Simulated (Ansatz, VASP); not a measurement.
**Zr: VASP beside Ansatz**

Contents of POSCAR:

```
Zr
1.0
    5.3634298198      0.0000000000      0.0000000000
   -2.6817149099      4.6448664754      0.0000000000
    0.0000000000      0.0000000000      3.2880156722
Zr
3
Direct
    0.0000000000      0.0000000000      0.0000000000
    0.3333333333      0.6666666667      0.5000000000
    0.6666666667      0.3333333333      0.5000000000
```

The input INCAR.step1:

```
ALGO     = Normal         # electronic algorithm
EDIFF    = 1E-4           # SCF threshold, eV
ENCUT    = 600            # plane-wave cutoff, eV
GGA      = PE             # functional
ISMEAR   = 0              # smearing method
LASPH    = T              # aspherical terms in the spheres
LCHARG   = F              # write CHGCAR
LREAL    = F              # projectors in reciprocal space
LWAVE    = T              # write WAVECAR
NELM     = 100            # most SCF steps
PREC     = Accurate       # precision mode
SIGMA    = 0.1            # smearing width, eV
```

Contents of INCAR.step2:

```
ALGO     = Normal         # electronic algorithm
EDIFF    = 1E-7           # SCF threshold, eV
EDIFFG   = -0.04          # ionic threshold
ENCUT    = 600            # plane-wave cutoff, eV
IBRION   = 2              # ionic algorithm
ISIF     = 3              # what is computed and relaxed
ISMEAR   = 0              # smearing method
ISTART   = 1            
LASPH    = T              # aspherical terms in the spheres
LCHARG   = F              # write CHGCAR
LMIXTAU  = T            
LREAL    = F              # projectors in reciprocal space
LWAVE    = F              # write WAVECAR
METAGGA  = R2SCAN         # meta-GGA
NELM     = 100            # most SCF steps
NSW      = 90             # ionic steps
PREC     = Accurate       # precision mode
SIGMA    = 0.1            # smearing width, eV
```

File KPOINTS:

```
k-points
0
Gamma
  6 6 6
```

Input for Ansatz:

```yaml
crystal:
  lattice:
    - [5.3634298198, 0.0, 0.0]
    - [-2.6817149099, 4.6448664754, 0.0]
    - [0.0, 0.0, 3.2880156722]
  atoms:
    - { symbol: Zr, position: [0.0, 0.0, 0.0] }
    - { symbol: Zr, position: [0.3333333333, 0.6666666667, 0.5] }
    - { symbol: Zr, position: [0.6666666667, 0.3333333333, 0.5] }
basis:
  ecutwfc: 500
kpoints:
  mp_grid: { grid: [6, 6, 6] }
hamiltonian:
  xc: r2scan
scf:
  occupations: { method: gaussian, width: 0.1 }
  lower_state_search: "off"
output:
  forces: true
  stress: true
  eigenvalues: true
relax:
  adjacent_minimum: "off"
  f_tol: 0.04
  max_steps: 70
  cell: { stress_tol: 0.4 }
```

Alike in both runs: task relaxation of cell and atoms; functional r2SCAN; k mesh 6 × 6 × 6; occupations gaussian, width 0.1 eV; no spin polarisation.

|  | VASP | Ansatz |
| --- | --- | --- |
| version | VASP 6.6.1 | Ansatz 0.2.0 |
| potentials or method | VASP PAW PBE potentials, release 64 (Zr_sv) | scalar-relativistic, plane waves, PAW |
| plane-wave cutoff (eV) | 600 | 500 |
| valence electrons in the cell | 36 | 36 |

|  | VASP | Ansatz | Ansatz less VASP |
| --- | --- | --- | --- |
| gap on the k mesh at the Fermi level, each at its own relaxed structure (eV) | none | none | - |
| relaxed volume (Å³/atom) | 23.12 | 23.13 | +0.009 |
| relaxed cell length with the largest relative difference (Å) | 3.166 | 3.167 | +0.0011 |
| energy change over the relaxation (meV/atom) | -179 | -179 | -0.4 |

A gap of «none» marks a metal or a gap that the smearing closes.

Caveats: the volume moved by over 15 % at a fixed basis, so the end points are rough (VASP); the PAW data sets were made with another functional, which shifts forces and pressure a little (VASP).
